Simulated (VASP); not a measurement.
N, 2 atoms in the cell. It takes space group P6_3/mmc (No. 194, hexagonal). Conventional cell: a = 2.529 Å, b = 2.529 Å, c = 2.418 Å, α = 90.00°, β = 90.00°, γ = 120.00°. N (site symmetry -6m2) has 6 N at 1.90 Å as nearest neighbours. The real solid is made of molecules; this cell is a model form.

| Quantity | Value |
| --- | --- |
| Program | VASP 6.6.1 |
| Task | single point |
| Functional | PBE |
| Dispersion | D3(BJ) |
| Potentials or basis | VASP PAW PBE potentials, release 64 (N) |
| Cutoff | 520 eV |
| k mesh | 18 × 18 × 16 |
| Occupations | gaussian, width 0.1 eV |
| Spin | no spin polarisation |
| Dipole correction | no |
| Further INCAR settings | ALGO = Fast; EDIFF = 1e-07; NBANDS = 12 |

Potentials or basis: VASP PAW PBE potentials, release 64 (N).

The run is started by

```console
$ cat potpaw_PBE.64/N/POTCAR > POTCAR
$ mpirun -np 1 vasp_std > vasp.out
```

Hardware: 1 thread of Intel(R) Xeon(R) Platinum 8488C (Sapphire Rapids), on a shared host.

Task: How long does it take, and how much memory?

Result: Wall time 26 s on 1 thread of Intel(R) Xeon(R) Platinum 8488C (Sapphire Rapids) (shared host), peak memory 0.16 GiB. Counts: scf iterations 10, k points 333.
